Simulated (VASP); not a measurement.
**BaZrO3: polarisation by the Berry phase**

Wanted: a Born charge of BaZrO3 from Berry phases. The cell has space group Pm-3m. The start is a cell from a database of measured crystal structures.

Main program and level: VASP 6.6.1; PBE; plane waves and PAW (Ba_sv, Zr_sv, O), in the first sound run; inputs show where later runs differ.

## 1. Set-up

The structure is cubic, space group Pm-3m (No. 221). The conventional cell has a = 4.191 Å, b = 4.191 Å, c = 4.191 Å, α = 90.00°, β = 90.00°, γ = 90.00°. Nearest to Ba lie 12 O at 2.96 Å. Nearest to Zr lie 6 O at 2.10 Å. O has 2 Zr at 2.10 Å and 4 Ba at 2.96 Å nearest. Farther neighbours and most contacts between anions are not listed.

## 2. Relaxation

The atoms are relaxed first inside the given cell, which is kept (ISIF = 2), since the response to fields depends on the positions.

Input file INCAR:

```
SYSTEM = BaZrO3
PREC = Accurate
ENCUT = 520
EDIFF = 1E-06
NELM = 100
ISMEAR = 0
SIGMA = 0.05
LREAL = .FALSE.
ALGO = Normal
GGA = PE
NBANDS = 26
LWAVE = .FALSE.
LCHARG = .FALSE.
KPAR = 2
IBRION = 2
NSW = 60
ISIF = 2
EDIFFG = -0.01
```

Input file POSCAR:

```
BaZrO3
1.0
    4.1913400000      0.0000000000      0.0000000000
    0.0000000000      4.1913400000      0.0000000000
    0.0000000000      0.0000000000      4.1913400000
Ba Zr O
1 1 3
Direct
    0.0000000000      0.0000000000      0.0000000000
    0.5000000000      0.5000000000      0.5000000000
    0.0000000000      0.5000000000      0.5000000000
    0.5000000000      0.0000000000      0.5000000000
    0.5000000000      0.5000000000      0.0000000000
```

Input file KPOINTS:

```
Automatic mesh
0
Gamma
5 5 5
0 0 0
```

Potentials, in the order of the species: Ba_sv, Zr_sv and O (PBE family, release 64).

The run is started by

```
> mpirun -np 2 vasp_std
```

What it wrote:

```text
[banner, memory and clock lines left out]
running    2 mpi-ranks, on    1 nodes
 distrk:  each k-point on    1 cores,    2 groups
 distr:  one band on    1 cores,    1 groups

 POSCAR found type information on POSCAR BaZrO
 POSCAR found :  3 types and       5 ions
 LDA part: xc-table for (Slater+PW92), standard interpolation
 POSCAR, INCAR and KPOINTS ok, starting setup
 FFT: planning ... GRIDC
 FFT: planning ... GRID_SOFT
 FFT: planning ... GRID
 WAVECAR not read
 entering main loop
       N       E                     dE             d eps       ncg     rms          rms(c)
DAV:   1     0.310767019275E+03    0.31077E+03   -0.22312E+04   520   0.152E+03
DAV:   2    -0.287797850985E+02   -0.33955E+03   -0.33124E+03   654   0.368E+02
DAV:   3    -0.487433645962E+02   -0.19964E+02   -0.19922E+02   828   0.856E+01
DAV:   4    -0.492504721771E+02   -0.50711E+00   -0.50668E+00   728   0.111E+01
DAV:   5    -0.492590397407E+02   -0.85676E-02   -0.85671E-02   740   0.112E+00    0.289E+01
DAV:   6    -0.417509978498E+02    0.75080E+01   -0.41301E+01   594   0.413E+01    0.128E+01
DAV:   7    -0.417009013139E+02    0.50097E-01   -0.29852E+00   740   0.985E+00    0.785E+00
DAV:   8    -0.416865026021E+02    0.14399E-01   -0.34379E-01   642   0.464E+00    0.706E-01
DAV:   9    -0.416829427449E+02    0.35599E-02   -0.58119E-02   740   0.142E+00    0.503E-01
DAV:  10    -0.416848125813E+02   -0.18698E-02   -0.15468E-02   710   0.108E+00    0.265E-01
DAV:  11    -0.416844068659E+02    0.40572E-03   -0.21605E-03   670   0.400E-01    0.375E-02
DAV:  12    -0.416844604846E+02   -0.53619E-04   -0.17101E-04   632   0.961E-02    0.314E-02
DAV:  13    -0.416844604685E+02    0.16072E-07   -0.22289E-05   762   0.294E-02    0.522E-03
DAV:  14    -0.416844606336E+02   -0.16508E-06   -0.21836E-06   568   0.116E-02
   1 F= -.41684461E+02 E0= -.41684461E+02  d E =-.416845E+02
 curvature:   0.00 expect dE= 0.000E+00 dE for cont linesearch  0.000E+00
 trial: gam= 0.00000 g(F)=  0.000E+00 g(S)=  0.000E+00 ort = 0.000E+00 (trialstep = 0.100E+01)
 search vector abs. value=  0.100E-09
 reached required accuracy - stopping structural energy minimisation
```

The job ended after 20 s (2 MPI ranks of AMD EPYC 7R43, shared host; peak memory 0.3 GiB).

The logs omit lines about the potential files and the build; timing stands in the text.

From OUTCAR (step 2):

```text
ion  position               nearest neighbor table
   1  0.000  0.000  0.000-   3 2.96   4 2.96   5 2.96   3 2.96   4 2.96   3 2.96   5 2.96   3 2.96
                             4 2.96   5 2.96   4 2.96   5 2.96   2 3.63   2 3.63   2 3.63   2 3.63
   2  0.500  0.500  0.500-   3 2.10   4 2.10   5 2.10   5 2.10   4 2.10   3 2.10   1 3.63   1 3.63
                             1 3.63   1 3.63   1 3.63   1 3.63   1 3.63   1 3.63
   3  0.000  0.500  0.500-   2 2.10   2 2.10   1 2.96   1 2.96   1 2.96   1 2.96
   4  0.500  0.000  0.500-   2 2.10   2 2.10   1 2.96   1 2.96   1 2.96   1 2.96
   5  0.500  0.500  0.000-   2 2.10   2 2.10   1 2.96   1 2.96   1 2.96   1 2.96

  LATTYP: Found a simple cubic cell.
 ALAT       =     4.1913400000

 Subroutine GETGRP returns: Found 48 space group operations
 (whereof 48 operations were pure point group operations)

The static configuration has the point symmetry O_h .

 Found     10 irreducible k-points:

   k-points           NKPTS =     10   k-points in BZ     NKDIM =     10   number of bands    NBANDS=     26

   dimension x,y,z NGX =    32 NGY =   32 NGZ =   32
   dimension x,y,z NGXF=    64 NGYF=   64 NGZF=   64

   ENCUT  =  520.0 eV  38.22 Ry    6.18 a.u.   7.79  7.79  7.79*2*pi/ulx,y,z

   NELECT =      40.0000    total number of electrons

 k-points in reciprocal lattice and weights: Automatic mesh
   0.00000000  0.00000000  0.00000000       0.008
   0.20000000  0.00000000  0.00000000       0.048
   0.40000000  0.00000000  0.00000000       0.048
   0.20000000  0.20000000  0.00000000       0.096
   0.40000000  0.20000000  0.00000000       0.192
   0.40000000  0.40000000  0.00000000       0.096
   0.20000000  0.20000000  0.20000000       0.064
   0.40000000  0.20000000  0.20000000       0.192
   0.40000000  0.40000000  0.20000000       0.192
   0.40000000  0.40000000  0.40000000       0.064

 average (electrostatic) potential at core
       1 -33.5725       2 -78.1326       3 -69.3290       4 -69.3290       5 -69.3290

 E-fermi :   4.0655

 k-point     1 :       0.0000    0.0000    0.0000
  band No.  band energies     occupation
    ...
     16       2.8044      2.00000
     17       2.8044      2.00000
     18       3.5665      2.00000
     19       3.5665      2.00000
     20       3.5665      2.00000
     21       6.9776      0.00000
     22       6.9776      0.00000
     23       6.9776      0.00000
     24       8.4434      0.00000
     25       8.4434      0.00000
    ...

 k-point     2 :       0.2000    0.0000    0.0000
  band No.  band energies     occupation
    ...
     16       2.4747      2.00000
     17       2.5354      2.00000
     18       2.7393      2.00000
     19       3.4554      2.00000
     20       3.4554      2.00000
     21       7.1135      0.00000
     22       7.8117      0.00000
     23       7.8117      0.00000
     24       9.0394      0.00000
     25       9.0724      0.00000
    ...

 k-point     3 :       0.4000    0.0000    0.0000
  band No.  band energies     occupation
    ...
     16       2.1059      2.00000
     17       2.1059      2.00000
     18       2.1658      2.00000
     19       3.3506      2.00000
     20       3.3506      2.00000
     21       7.3728      0.00000
     22       9.2183      0.00000
     23       9.2183      0.00000
     24      10.0372      0.00000
     25      10.2442      0.00000
    ...

  Total        2.3464916      2.3464916      2.3464916      0.0000000      0.0000000     -0.0000000
  in kB       51.0588368     51.0588368     51.0588368      0.0000000      0.0000000     -0.0000000
  external PRESSURE =      51.0588368 kB  Pullay stress =       0.0000000 kB

  energy-cutoff  :      520.00
  volume of cell :       73.63
      direct lattice vectors                 reciprocal lattice vectors
     4.191340000  0.000000000  0.000000000     0.238587182  0.000000000  0.000000000
     0.000000000  4.191340000  0.000000000     0.000000000  0.238587182  0.000000000
     0.000000000  0.000000000  4.191340000     0.000000000  0.000000000  0.238587182

 POSITION                                       TOTAL-FORCE (eV/Angst)
 -----------------------------------------------------------------------------------
      0.00000      0.00000      0.00000         0.000000      0.000000      0.000000
      2.09567      2.09567      2.09567         0.000000      0.000000      0.000000
      0.00000      2.09567      2.09567         0.000000      0.000000      0.000000
      2.09567      0.00000      2.09567         0.000000      0.000000      0.000000
      2.09567      2.09567      0.00000         0.000000      0.000000      0.000000
 -----------------------------------------------------------------------------------
    total drift:                                0.000000     -0.000000     -0.000000

  FREE ENERGIE OF THE ION-ELECTRON SYSTEM (eV)
  ---------------------------------------------------
  free  energy   TOTEN  =       -41.6844606336 eV

  energy  without entropy=      -41.6844606336  energy(sigma->0) =      -41.68446063

 reached required accuracy - stopping structural energy minimisation

[... 3 further parts left out ...]
```

CONTCAR:

```
BaZrO3
   1.00000000000000
     4.1913400000000003    0.0000000000000000    0.0000000000000000
     0.0000000000000000    4.1913400000000003    0.0000000000000000
     0.0000000000000000    0.0000000000000000    4.1913400000000003
  Ba              Zr              O
     1     1     3
Direct
     0.0000000000000000    0.0000000000000000    0.0000000000000000
     0.5000000000000000    0.5000000000000000    0.5000000000000000
     0.0000000000000000    0.5000000000000000    0.5000000000000000
     0.5000000000000000    0.0000000000000000    0.5000000000000000
     0.5000000000000000    0.5000000000000000    0.0000000000000000
```

Harder data sets than Ba_sv exist (the GW ones), and pressures, volumes and forces can shift noticeably with them. The run keeps the 48 symmetry operations of its start, so it cannot find a distortion of lower symmetry.

The forces vanish from the start, and no atom moves.

This step gave:

| Quantity | Value |
| --- | --- |
| free energy (TOTEN) | -41.68 eV |
| Fermi energy | 4.066 eV |
| pressure | 5.106 GPa |

The forces stay under 1e-4 eV/Å.

## 3. Ground state

This step: r2SCAN; plane waves and PAW (Ba_sv, Zr_sv, O) (VASP 6.6.1).

The next steps need an insulator, so the gap is checked first.

Input file INCAR:

```
SYSTEM = BaZrO3
PREC = Accurate
ENCUT = 520
EDIFF = 1E-07
NELM = 100
ISMEAR = 0
SIGMA = 0.01
LREAL = .FALSE.
ALGO = Normal
METAGGA = R2SCAN
LASPH = .TRUE.
NBANDS = 26
LORBIT = 11
LWAVE = .FALSE.
LCHARG = .FALSE.
KPAR = 2
```

POSCAR is that of step 2.

Input file KPOINTS:

```
Automatic mesh
0
Gamma
6 6 6
0 0 0
```

The run is started by

```
> mpirun -np 2 vasp_std
```

What it wrote:

```text
[banner, memory and clock lines left out]
running    2 mpi-ranks, on    1 nodes
 distrk:  each k-point on    1 cores,    2 groups
 distr:  one band on    1 cores,    1 groups

 POSCAR found type information on POSCAR BaZrO
 POSCAR found :  3 types and       5 ions
|                                                                             |
|               ----> ADVICE to this user running VASP <----                  |
|                                                                             |
|     You enforced a specific xc type in the INCAR file but a different       |
|     [... a line on the potential file left out ...]
|     I HOPE YOU KNOW WHAT YOU ARE DOING!                                     |
|                                                                             |

 LDA part: xc-table for (None), standard interpolation
 POSCAR, INCAR and KPOINTS ok, starting setup
 FFT: planning ... GRIDC
 FFT: planning ... GRID_SOFT
 FFT: planning ... GRID
 WAVECAR not read
 entering main loop
       N       E                     dE             d eps       ncg     rms          rms(c)
DAV:   1     0.277313576303E+03    0.27731E+03   -0.22788E+04  1040   0.156E+03
DAV:   2    -0.842788426388E+02   -0.36159E+03   -0.35330E+03  1292   0.382E+02
DAV:   3    -0.106544354507E+03   -0.22266E+02   -0.22206E+02  1730   0.894E+01
DAV:   4    -0.107187152782E+03   -0.64280E+00   -0.64142E+00  1446   0.119E+01
DAV:   5    -0.107200535879E+03   -0.13383E-01   -0.13381E-01  1534   0.135E+00    0.298E+01
DAV:   6    -0.846856535378E+02    0.22515E+02   -0.25077E+01  1352   0.378E+01    0.105E+01
DAV:   7    -0.850529424464E+02   -0.36729E+00   -0.20167E+00  1392   0.882E+00    0.553E+00
DAV:   8    -0.851645688739E+02   -0.11163E+00   -0.10192E+00  1138   0.649E+00    0.191E+00
DAV:   9    -0.850941403037E+02    0.70429E-01   -0.33210E-01  1166   0.318E+00    0.363E-01
DAV:  10    -0.850961296663E+02   -0.19894E-02   -0.11641E-02  1430   0.737E-01    0.225E-01
DAV:  11    -0.850968168574E+02   -0.68719E-03   -0.10572E-02  1202   0.588E-01    0.189E-01
DAV:  12    -0.850963978832E+02    0.41897E-03   -0.14995E-03  1150   0.233E-01    0.478E-02
DAV:  13    -0.850963713459E+02    0.26537E-04   -0.16236E-04  1366   0.696E-02    0.863E-03
DAV:  14    -0.850963722683E+02   -0.92234E-06   -0.84479E-06  1518   0.182E-02    0.437E-03
DAV:  15    -0.850963719745E+02    0.29375E-06   -0.35947E-07  1076   0.367E-03    0.335E-03
DAV:  16    -0.850963712812E+02    0.69328E-06   -0.62034E-07  1036   0.456E-03    0.340E-04
DAV:  17    -0.850963713937E+02   -0.11250E-06   -0.27581E-08   614   0.119E-03    0.209E-04
DAV:  18    -0.850963714208E+02   -0.27079E-07   -0.44016E-09   606   0.410E-04
   1 F= -.85096371E+02 E0= -.85096371E+02  d E =-.306675E-25
```

Elapsed: 2 min, on 2 MPI ranks; peak memory 0.35 GiB.

From OUTCAR (step 3):

```text
The static configuration has the point symmetry O_h .

 Found     20 irreducible k-points:

   k-points           NKPTS =     20   k-points in BZ     NKDIM =     20   number of bands    NBANDS=     26

   NELECT =      40.0000    total number of electrons

 E-fermi :   3.5549

 k-point     1 :       0.0000    0.0000    0.0000
  band No.  band energies     occupation
    ...
     16       2.4714      2.00000
     17       2.4714      2.00000
     18       3.2405      2.00000
     19       3.2405      2.00000
     20       3.2405      2.00000
     21       7.1879      0.00000
     22       7.1879      0.00000
     23       7.1879      0.00000
     24       8.6538      0.00000
     25       8.6538      0.00000
    ...

 k-point     2 :       0.1667    0.0000    0.0000
  band No.  band energies     occupation
    ...
     16       2.2396      2.00000
     17       2.2817      2.00000
     18       2.6046      2.00000
     19       3.1536      2.00000
     20       3.1536      2.00000
     21       7.2842      0.00000
     22       7.7869      0.00000
     23       7.7869      0.00000
     24       9.0869      0.00000
     25       9.1168      0.00000
    ...

  Total        1.2475881      1.2475881      1.2475881     -0.0000000     -0.0000000      0.0000000
  in kB       27.1470802     27.1470802     27.1470802     -0.0000000     -0.0000000      0.0000000
  external PRESSURE =      27.1470802 kB  Pullay stress =       0.0000000 kB

  FREE ENERGIE OF THE ION-ELECTRON SYSTEM (eV)
  ---------------------------------------------------
  free  energy   TOTEN  =       -85.0963714208 eV

  energy  without entropy=      -85.0963714208  energy(sigma->0) =      -85.09637142

 total charge
# of ion       s       p       d       tot
------------------------------------------
    1        2.011   5.649   0.248   7.908
    2        2.192   6.086   1.362   9.640
    3        1.565   3.517   0.000   5.082
    4        1.565   3.517   0.000   5.082
    5        1.565   3.517   0.000   5.082
--------------------------------------------------
tot          8.899  22.285   1.610  32.794

[... 7 parts as in an earlier step ...]

[... 6 further parts left out ...]
```

The gap is read on the k-mesh alone, so it is an upper bound where the band edges lie off the mesh. The PAW data sets were made with PBE, which is usual practice but a small mismatch for other functionals.

Numbers from this step:

```
free energy (TOTEN)            : -85.0964 eV
Fermi energy                   : 3.555 eV
pressure                       : 2.715 GPa
gap on the k-mesh              : 3.703 eV
least direct gap on the k-mesh : 3.947 eV
```

The cell has a gap of 3.70 eV on this mesh and a pressure of +2.7 GPa, which holds the misfit of the given cell and coordinates with this functional, and any error of cutoff, mesh and data sets. Spin-orbit coupling is left out, which can shift or reorder these edges.

(Part 1 of 2 ends here.)

[Lines on the potential files, build, host, timing and source positions are cut from VASP's logs without a mark.]

[Logs are printed without paths, hosts, clocks, repeated set-up lines and the standing remarks that a program may print on its own settings, such as how far it seeks lower states.]

[Hosts, paths, dates, database ids (printed as entryN), source tags and the programs' standing remarks are cut or masked in the printed files.]
